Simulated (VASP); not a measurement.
# LiCl: convergence, band structure

LiCl, Fm-3m (no. 225), 2 atoms in the cell. PBEsol; PAW potentials Cl, Li_sv (PBE set). VASP 6.6.1.

Wanted: band energies at the path's corners within 0.02 eV; smallest gap over path and mesh within 0.01 eV.

What the run is for: bands; Accuracy asked: standard; Route: fixed density (ICHARG 11).

Band energies at the path's corners: counted from the valence top.

POSCAR:
```
LiCl
1.0
    0.0000000000      2.5647700000      2.5647700000
    2.5647700000      0.0000000000      2.5647700000
    2.5647700000      2.5647700000      0.0000000000
Cl Li
1 1
Direct
    0.5000000000      0.5000000000      0.5000000000
    0.0000000000      0.0000000000      0.0000000000
```

The series start from Plane-wave cutoff (eV): 580; k-point mesh: 6 × 6 × 6; k points a path segment: 12; Electronic threshold (eV): 1e-6; Precision mode (PREC): Accurate; Bands in all (NBANDS): 17; Aspherical gradient terms in the spheres (LASPH): yes. Each series keeps the choices made before it, and each single choice may use up half of a tolerance. Times cover all steps of a run.

## Plane-wave cutoff (eV)

| Plane-wave cutoff (eV) | Band energies at the path's corners, largest deviation (eV) | Smallest gap over path and mesh (eV) | Time (s) |
|---|---|---|---|
| 400 | 0.210 | 6.242 | 42 |
| 500 | 0.022 | 6.135 | 61 |
| 580 | 0.015 | 6.133 | 73 |
| 650 | 0.011 | 6.131 | 75 |
| 800 (reference) | 0.000 | 6.124 | 135 |

Chosen: 800; the next looser run is off by more than half of the tolerance, so convergence isn't shown beyond this value.

## k-point mesh

| k-point mesh | Band energies at the path's corners, largest deviation (eV) | Smallest gap over path and mesh (eV) | Time (s) |
|---|---|---|---|
| 3 × 3 × 3 | 0.030 | 6.106 | 124 |
| 4 × 4 × 4 | 0.005 | 6.121 | 114 |
| 5 × 5 × 5 | 0.001 | 6.123 | 108 |
| 6 × 6 × 6 | 0.000 | 6.124 | 135 |
| 8 × 8 × 8 | 0.000 | 6.124 | 144 |
| 9 × 9 × 9 (reference) | 0.000 | 6.124 | 162 |

Chosen: 4 × 4 × 4, the loosest value from which every tighter one stays within half of the tolerance.

## Electronic threshold (eV)

| Electronic threshold (eV) | Band energies at the path's corners, largest deviation (eV) | Smallest gap over path and mesh (eV) | Time (s) |
|---|---|---|---|
| 0.001 | 0.002 | 6.115 | 50 |
| 0.0001 | 0.002 | 6.115 | 51 |
| 1e-5 | 0.000 | 6.122 | 58 |
| 1e-6 | 0.000 | 6.122 | 57 |
| 1e-7 (reference) | 0.000 | 6.123 | 75 |

Chosen: 1e-5.

## Precision mode (PREC)

| Precision mode (PREC) | Band energies at the path's corners, largest deviation (eV) | Smallest gap over path and mesh (eV) | Time (s) |
|---|---|---|---|
| SingleN | 0.001 | 6.123 | 29 |
| Normal | 0.000 | 6.122 | 33 |
| Accurate (reference) | 0.000 | 6.122 | 58 |

Chosen: SingleN.

## Bands in all (NBANDS)

| Bands in all (NBANDS) | Band energies at the path's corners, largest deviation (eV) | Smallest gap over path and mesh (eV) | Time (s) |
|---|---|---|---|
| 7 | 0.043 | 6.123 | 13 |
| 8 | 0.012 | 6.123 | 16 |
| 9 | 0.000 | 6.123 | 15 |
| 11 | 0.000 | 6.123 | 21 |
| 17 | 0.000 | 6.123 | 29 |
| 27 (reference) | 0.000 | 6.123 | 45 |

Chosen: 9.

## Aspherical gradient terms in the spheres (LASPH)

| Aspherical gradient terms in the spheres (LASPH) | Band energies at the path's corners, largest deviation (eV) | Smallest gap over path and mesh (eV) | Time (s) |
|---|---|---|---|
| yes | 0.000 | 6.123 | 15 |
| no | 0.000 | 6.123 | 15 |

Chosen: yes; no other choice that stays within half of the tolerance saves 30 % of the time.

Also changed on the way, by series that aren't shown: k points a path segment: 5.

## All choices together

| Input | Band energies at the path's corners, largest deviation (eV) | Smallest gap over path and mesh (eV) | Time (s) |
|---|---|---|---|
| the program's defaults (naive) | 0.021 | 6.128 | 22 |
| chosen settings | 0.004 | 6.123 | 15 |
| reference settings throughout | 0.000 | 6.124 | 478 |

The chosen settings stay within the tolerance of the reference run, but the reference itself isn't shown to be converged in: Plane-wave cutoff (eV).

## The input

INCAR.step1:
```
SYSTEM = LiCl
GGA = PS ; ISMEAR = 0
SIGMA = 0.03 ; LWAVE = .FALSE.
LCHARG = .TRUE. ; NBANDS = 9
PREC = SingleN ; LASPH = .TRUE.
LREAL = .FALSE. ; ALGO = Normal
EDIFF = 1E-5 ; NELM = 120
GGA_COMPAT = .FALSE. ; ENCUT = 800
EFERMI = MIDGAP
```

INCAR.step2, as INCAR.step1 but for:
```
- LCHARG = .TRUE.
+ LCHARG = .FALSE.
+ ICHARG = 11
```

KPOINTS.step1:
```
Automatic mesh
0
Gamma
  4 4 4
  0 0 0
```

KPOINTS.step2:
```
path GXWKGLUWLK,UX
5
line-mode
reciprocal
 0.0000000000  0.0000000000  0.0000000000  G
 0.5000000000  0.0000000000  0.5000000000  X

 0.5000000000  0.0000000000  0.5000000000  X
 0.5000000000  0.2500000000  0.7500000000  W

 0.5000000000  0.2500000000  0.7500000000  W
 0.3750000000  0.3750000000  0.7500000000  K

 0.3750000000  0.3750000000  0.7500000000  K
 0.0000000000  0.0000000000  0.0000000000  G

 0.0000000000  0.0000000000  0.0000000000  G
 0.5000000000  0.5000000000  0.5000000000  L

 0.5000000000  0.5000000000  0.5000000000  L
 0.6250000000  0.2500000000  0.6250000000  U

 0.6250000000  0.2500000000  0.6250000000  U
 0.5000000000  0.2500000000  0.7500000000  W

 0.5000000000  0.2500000000  0.7500000000  W
 0.5000000000  0.5000000000  0.5000000000  L

 0.5000000000  0.5000000000  0.5000000000  L
 0.3750000000  0.3750000000  0.7500000000  K

 0.6250000000  0.2500000000  0.6250000000  U
 0.5000000000  0.0000000000  0.5000000000  X
```

Commands (each step's output is kept before the next begins):
```
cat potpaw_PBE.64/Cl/POTCAR potpaw_PBE.64/Li_sv/POTCAR > POTCAR
cp INCAR.step1 INCAR
cp KPOINTS.step1 KPOINTS
mpirun -np 1 vasp_std > vasp.out
cp INCAR.step2 INCAR
cp KPOINTS.step2 KPOINTS
mpirun -np 1 vasp_std > vasp.out
```

Limits: PBEsol gaps are mostly well below measured ones.

The chosen input took VASP 6.6.1 15 s on 1 core (AMD EPYC 7R43 (Zen 3)), a shared host.

## An input that fails: fixed density asked without a density file

VASP's message: ERROR: charge density could not be read from file CHGCAR for ICHARG>10.

Changes against the starting input:
```
- LCHARG = True
- NELM = 120
+ LCHARG = False
+ NELM = 97
+ ICHARG = 11
```
